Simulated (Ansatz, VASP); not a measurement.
# Two plane-wave programs on BaTiO3

```
CELL_PARAMETERS angstrom
3.87223 0.00000 0.00000
0.00000 3.87223 0.00000
0.00000 0.00000 3.87223
ATOMIC_POSITIONS crystal
Ba 0.50000 0.50000 0.57200
Ti 0.00000 0.00000 0.07200
O 0.00000 0.50000 0.07200
O 0.50000 0.00000 0.07200
O 0.00000 0.00000 0.57200
```

Alike in both runs: task single point; functional PBE; k mesh 8 × 8 × 8; occupations gaussian, width 0.02 eV; no spin polarisation; Hubbard terms Ti d U = 4.0 eV.

```csv
,VASP,Ansatz
version,VASP 6.6.1,Ansatz 0.2.0
potentials or method,"VASP PAW PBE potentials, release 64 (Ba_sv, Ti_sv, O)","scalar-relativistic, plane waves, PAW"
plane-wave cutoff (eV),520,420
valence electrons in the cell,40,40
```

```csv
,VASP,Ansatz,Ansatz less VASP
gap on the k mesh at the Fermi level (eV),2.44,2.52,+0.075
least direct gap on the mesh (eV),2.52,2.54,+0.022
```

The programs project onto different local orbitals, so the same U acts differently.

Caveats: spin-orbit coupling is left out, which moves the levels of the heavy elements. A k mesh can miss the band edges.
